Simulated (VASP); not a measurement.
A run of VASP 6.6.1:

File INCAR:

```
PREC = Accurate
ENCUT = 520
EDIFF = 1E-6
ISMEAR = 0
SIGMA = 0.1
LREAL = F
LASPH = T
NELM = 60
ALGO = Normal
ISIF = 2
LWAVE = F
LCHARG = F
GGA = PE
NBANDS = 11
```

The input KPOINTS:

```
Automatic mesh
0
Gamma
  16 16 16
```

Contents of POSCAR:

```
Hf
1.0
    0.0000000000      2.2432645560      2.2432645560
    2.2432645560      0.0000000000      2.2432645560
    2.2432645560      2.2432645560      0.0000000000
Hf
1
Direct
    0.0000000000      0.0000000000      0.0000000000
```

Potentials or basis: VASP PAW PBE potentials, release 64 (Hf_pv).

The run is started by

```console
$ cat potpaw_PBE.64/Hf_pv/POTCAR > POTCAR
$ mpirun -np 1 vasp_std > vasp.out
```

Hardware: 1 thread of Intel(R) Xeon(R) Platinum 8559C (Emerald Rapids), on a shared host.

**Question.** How long does it take, and how much memory?

**Answer.** Wall time 11 s on 1 thread of Intel(R) Xeon(R) Platinum 8559C (Emerald Rapids), with other jobs on the host, peak memory 0.16 GiB. Counts: scf iterations 11, k points 145.
